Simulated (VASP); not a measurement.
# Mesh, vacuum, cutoff and functional for a few sheets of PtS2, part 5 of 5

Wanted: the error that each setting leaves in the work function or ionisation potential of a few sheets of PtS2.

VASP 6.6.1, plane waves and PAW; the level of theory is named at each step.

So far. Step 18 (Another level, functional optB88-vdW, disp nonlocal): Against the base run its depth below the vacuum changes by +0.26 eV. Step 19 (Another level, functional r2SCAN, disp none): Against the base run its depth below the vacuum changes by +0.24 eV.

## Step 21: With spin orbit coupling

This step: PBE, spin-orbit coupling; plane waves and PAW (S, Pt) (VASP 6.6.1).

For heavy elements spin-orbit coupling shifts the highest filled levels.

Input file INCAR:

```
SYSTEM = PtS2
PREC = Normal
ENCUT = 350
EDIFF = 1E-06
NELM = 120
ISMEAR = 0
SIGMA = 0.05
LREAL = .FALSE.
ALGO = Normal
GGA = PE
LNONCOLLINEAR = .TRUE.
MAGMOM = 0 0 0 0 0 0 0 0 0 0 0 0 0 0 0 0 0 0
NBANDS = 56
GGA_COMPAT = .FALSE.
LASPH = .TRUE.
LSORBIT = .TRUE.
LMAXMIX = 4
LORBIT = 11
LWAVE = .FALSE.
LCHARG = .FALSE.
KPAR = 4
IDIPOL = 3
LDIPOL = .TRUE.
DIPOL = 0.5 0.5 0.5
LVHAR = .TRUE.
LVACPOTAV = .TRUE.
```

Input file POSCAR:

```
PtS2
1.0
    3.5432000000      0.0000000000      0.0000000000
   -1.7716000000      3.0685012110      0.0000000000
    0.0000000000      0.0000000000     22.3264152000
S Pt
4 2
Direct
    0.3333333330      0.6666666670      0.6640750460
    0.6666666670      0.3333333330      0.5616127750
    0.3333333330      0.6666666670      0.4383872250
    0.6666666670      0.3333333330      0.3359249540
    0.0000000000      0.0000000000      0.6128439110
    0.0000000000      0.0000000000      0.3871560890
```

Input file KPOINTS:

```
Automatic mesh
0
Gamma
9 9 1
0 0 0
```

The projector-augmented-wave data sets are S and Pt (PBE family, release 64).

The run is started by

```sh
> mpirun -np 4 vasp_ncl
```

What it wrote:

```text
[... set-up lines as in an earlier step ...]
 entering main loop
       N       E                     dE             d eps       ncg     rms          rms(c)
DAV:   1     0.287217678057E+03    0.28722E+03   -0.14725E+04  1360   0.947E+02
DAV:   2    -0.422532121308E+01   -0.29144E+03   -0.27977E+03  1784   0.229E+02
DAV:   3    -0.332915799221E+02   -0.29066E+02   -0.28461E+02  1600   0.771E+01
DAV:   4    -0.342142712148E+02   -0.92269E+00   -0.91733E+00  1688   0.150E+01
[...]
DAV:  19    -0.313517621503E+02   -0.35495E-05   -0.30179E-07  1024   0.155E-03    0.187E-03
DAV:  20    -0.313517637614E+02   -0.16111E-05   -0.15472E-07   968   0.161E-03    0.315E-04
DAV:  21    -0.313517647233E+02   -0.96188E-06   -0.21535E-07  1024   0.106E-03
 [... a notice as in an earlier step ...]

   1 F= -.31351765E+02 E0= -.31351765E+02  d E =-.430572E-12  mag=     0.0000    -0.0000     0.0000
```

Run time: 66 s. Hardware: 4 MPI ranks of Intel Xeon Platinum 8259CL at 2.50GHz (Skylake/Cascade Lake), shared host; peak memory 1.6 GiB.

OUTCAR, selected parts (step 21):

```text
  Total        7.3696593      7.3696593      6.5517893      0.0000000     -0.0000000      0.0000000
  in kB       48.6426281     48.6426281     43.2443664      0.0000000     -0.0000000      0.0000000
  external PRESSURE =      46.8432076 kB  Pullay stress =       0.0000000 kB

 POSITION                                       TOTAL-FORCE (eV/Angst)
 -----------------------------------------------------------------------------------
     -0.00000      2.04567     14.82642        -0.000000     -0.000000      1.439863
      1.77160      1.02283     12.53880        -0.000000      0.000000     -1.190865
     -0.00000      2.04567      9.78762         0.000000      0.000000      1.190865
      1.77160      1.02283      7.50000         0.000000      0.000000     -1.439863
      0.00000      0.00000     13.68261         0.000000      0.000000     -0.106570
      0.00000      0.00000      8.64381         0.000000      0.000000      0.106570
 -----------------------------------------------------------------------------------
    total drift:                                0.000000      0.000000     -0.000000

  FREE ENERGIE OF THE ION-ELECTRON SYSTEM (eV)
  ---------------------------------------------------
  free  energy   TOTEN  =       -31.3517647233 eV

  energy  without entropy=      -31.3517647233  energy(sigma->0) =      -31.35176472

 magnetization (x)
# of ion       s       p       d       tot
------------------------------------------
    1        0.000   0.000   0.000   0.000
    2       -0.000   0.000   0.000   0.000
    3       -0.000   0.000   0.000   0.000
    4        0.000   0.000   0.000   0.000
    5        0.000   0.000   0.000   0.000
    6        0.000   0.000   0.000   0.000
--------------------------------------------------
tot         -0.000   0.000   0.000   0.000

 magnetization (y)
# of ion       s       p       d       tot
------------------------------------------
    1       -0.000   0.000   0.000   0.000
    2       -0.000  -0.000   0.000  -0.000
    3       -0.000   0.000   0.000  -0.000
    4        0.000   0.000   0.000   0.000
    5        0.000   0.000   0.000   0.000
    6        0.000   0.000   0.000   0.000
--------------------------------------------------
tot         -0.000  -0.000   0.000  -0.000

 magnetization (z)
# of ion       s       p       d       tot
------------------------------------------
    1        0.000   0.000   0.000   0.000
    2        0.000   0.000   0.000   0.000
    3        0.000   0.000   0.000   0.000
    4        0.000   0.000   0.000   0.000
    5        0.000   0.000   0.000   0.000
    6        0.000   0.000   0.000   0.000
--------------------------------------------------
tot          0.000   0.000   0.000   0.000

[... 1 part as in an earlier step ...]

[... 2 further parts left out ...]
[key lines of the parts left out:]
E-fermi :   0.0652
```

LASPH is switched on together with spin-orbit coupling, so the change from the scalar run holds both.

Numbers from this step:

```yaml
electronic_cycles: 21
free_energy_toten: -31.35 eV
fermi_energy: 0.0652 eV
vacuum_levels: 5.555, 5.555 eV
ionisation_potentials_of_the_upper_and_lower_face: 5.726, 5.726 eV
electron_affinities_of_the_upper_and_lower_face: 4.471, 4.471 eV
highest_filled_level_below_the_vacuum: 5.726 eV
gap_on_the_k_mesh: 1.255 eV
least_direct_gap_on_the_k_mesh: 1.472 eV
```

The spin moment in the PAW sphere vanishes on all atoms.

Against the base run its depth below the vacuum changes by +0.00 eV.

## Step 22: Cost and result by level

Times are for 4 MPI ranks of Intel Xeon Platinum 8259CL at 2.50GHz (Skylake/Cascade Lake), shared host. The series side by side:

```csv
no.,run,electronic cycles,bands,free energy (TOTEN) (eV),eigenvalues first band,highest filled level below the vacuum (eV),time,memory (GiB)
1,base run,23,28,-30.56,11,5.725,15 s,0.74
2,series over the cutoff,24,28,-30.41,11,5.727,9 s,0.57
3,series over the cutoff,23,28,-30.55,11,5.717,12 s,0.67
4,series over the smearing,23,28,-30.56,11,5.725,15 s,0.74
5,series over the smearing,28,28,-30.56,11,5.726,18 s,0.73
6,with spin orbit coupling,21,56,-31.35,33,5.726,66 s,1.6
```

## Step 23: All runs together

This step: slab, study of settings, base PBE; plane waves and PAW (VASP 6.6.1).

No new run; the numbers come from the runs before.

This step gave:

```
highest filled level below the vacuum : 5.725 eV
```

Energies of other functionals are not comparable and are left out. All runs:

```
change from the base run  level below the vacuum (eV)  shift (eV)  energy change (meV/atom)  core seconds
                    base                        5.725           0                         0            60
              mesh 3 x 3                        5.974       0.249                     -28.7            28
              mesh 6 x 6                        5.735        0.01                         0          53.6
            mesh 12 x 12                        5.679      -0.046                         0            88
              vacuum 5 A                            -           -                      -0.9          30.4
              vacuum 8 A                        5.698      -0.027                         0            48
             vacuum 24 A                        5.725           0                         0            92
           cutoff 210 eV                        5.727       0.002                      25.2            36
           cutoff 280 eV                        5.717      -0.008                       1.2          49.6
        smearing 0.02 eV                        5.725           0                         0          61.6
         smearing 0.4 eV                        5.726       0.002                       0.5          71.2
                     LDA                        5.926       0.201                         -          59.2
                  PBEsol                        5.733       0.008                         -          60.8
                    RPBE                        5.652      -0.073                         -          62.4
              optB88-vdW                        5.987       0.262                         -           484
                  r2SCAN                        5.963       0.239                         -           160
     spin-orbit coupling                        5.726       0.001                         -           264
```

## Step 24: Results

| Item | Value |
| --- | --- |
| highest filled level below the vacuum | 5.72 eV |

What this shows: The base run puts the highest filled level 5.72 eV below the vacuum at the upper face. Among the meshes tried the largest shift is 0.25 eV (mesh 3 x 3, at 0.47 times the cost). Among the vacuum widths the largest shift is -0.03 eV (vacuum 8 A, at 0.8 times the cost). The lower cutoffs shift it by about 0.01 eV or less. The smearing widths shift it by about 0.01 eV or less. With vacuum 5 A the program printed no vacuum level, so no level is given there, and the line on vacuum widths holds for the others alone. The densest mesh still moves the level by -0.05 eV, so the base mesh is converged no better than that. The functionals span 0.33 eV, from RPBE to optB88-vdW. Where the program printed no vacuum level, the number is read from the planar average about a third of the way across the gap. The program warns that it found no field-free region at its default tolerance, also in runs whose level could not be checked against a flat part of the potential; that adds doubt to those levels. The thickness of the slab was not varied, and the small cell can't reconstruct. The run with spin-orbit coupling also switches on LASPH, which the base run lacks. Costs come from a shared host, and the base run also writes a finer density of states, so small ratios mean little. All runs hold the atoms as cut and share one family of PAW data sets, so relaxation and each functional's own lattice are left out. LASPH is on in the runs with optB88-vdW and r2SCAN and off in those with LDA, PBE, PBEsol and RPBE, so these rows differ in more than the functional.

[Lines on the potential files, build, host, timing and source positions are cut from VASP's logs without a mark.]

[Logs are printed without paths, hosts, clocks, repeated set-up lines and the standing remarks that a program may print on its own settings, such as how far it seeks lower states.]

[Hosts, paths, dates, database ids (printed as entryN), source tags and the programs' standing remarks are cut or masked in the printed files.]

[In band tables of VASP the shares of atoms and orbitals are scaled to a sum of 1 inside the atoms' spheres.]

[Runs that stopped without an error message from VASP are left out.]
